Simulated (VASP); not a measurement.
Set up this calculation in VASP 6.6.1, as the native input.

| Quantity | Value |
| --- | --- |
| Task | single point |
| Functional | LDA |
| Potentials or basis | VASP PAW LDA potentials, release 64 (Ni, O) |
| Cutoff | 520 eV |
| k mesh | 7 × 4 × 7 |
| Occupations | gaussian, width 0.05 eV |
| Spin | collinear spin, antiferromagnetic start |
| Starting moments | [1.0, -1.0, 0.0, 0.0] μB |
| Hubbard terms | Ni d U = 7 eV |
| Supercell matrix | [1, 1, 0, -1, 1, 0, 0, 0, 1] |
| Further INCAR settings | ALGO = Normal; EDIFF = 1e-06 |

The structure of NiO lies in POSCAR:

```
NiO
1.0
    1.3915304000      2.4102013400      0.0000000000
   -4.1745911800      2.4102013400      0.0000000000
    0.0000000000      0.0000000000      2.7161294400
Ni O
2 2
Direct
    0.0000000000      0.0000000000      0.0000000000
    0.5000000000      0.5000000000      0.0000000000
    0.5000000000      0.8333333333      0.5000000000
    0.0000000000      0.3333333333      0.5000000000
```

Measurements of this composition are mostly on another form, of space group No. 225.

The input as run:

INCAR

```
PREC = Accurate
ENCUT = 520
EDIFF = 1E-6
ISMEAR = 0
SIGMA = 0.05
LREAL = False
LASPH = True
NELM = 120
ALGO = Normal
ISIF = 2
LWAVE = False
LCHARG = False
ISPIN = 2
MAGMOM = 1 -1 0 0
LORBIT = 11
LMAXMIX = 4
LDAU = True
LDAUTYPE = 2
LDAUL = 2 -1
LDAUU = 7 0
LDAUJ = 0 0
LDAUPRINT = 1
GGA = CA
```

KPOINTS

```
regular mesh
0
Gamma
  7 4 7
```

Potentials or basis: VASP PAW LDA potentials, release 64 (Ni, O).

The run is started by

```console
$ cat potpaw_LDA.64/Ni/POTCAR potpaw_LDA.64/O/POTCAR > POTCAR
$ mpirun -np 1 vasp_std > vasp.out
```

Results of the run:

The pressure is -16.6 GPa, the largest force is 0.113 eV/Å and the band gap on the k mesh is 2.00 eV. The net moment is 0.00 μB per cell, the site moments are Ni +1.72, -1.72; O +0.07, -0.07 μB and the valence electrons inside the program's atomic spheres are Ni 9.06; O 4.96.

Caveat: an odd mesh through Γ misses points on the zone boundary, where band edges often lie.

It took 51 s on 1 thread of Intel(R) Xeon(R) Platinum 8488C (Sapphire Rapids), on a shared host, peak memory 0.17 GiB.
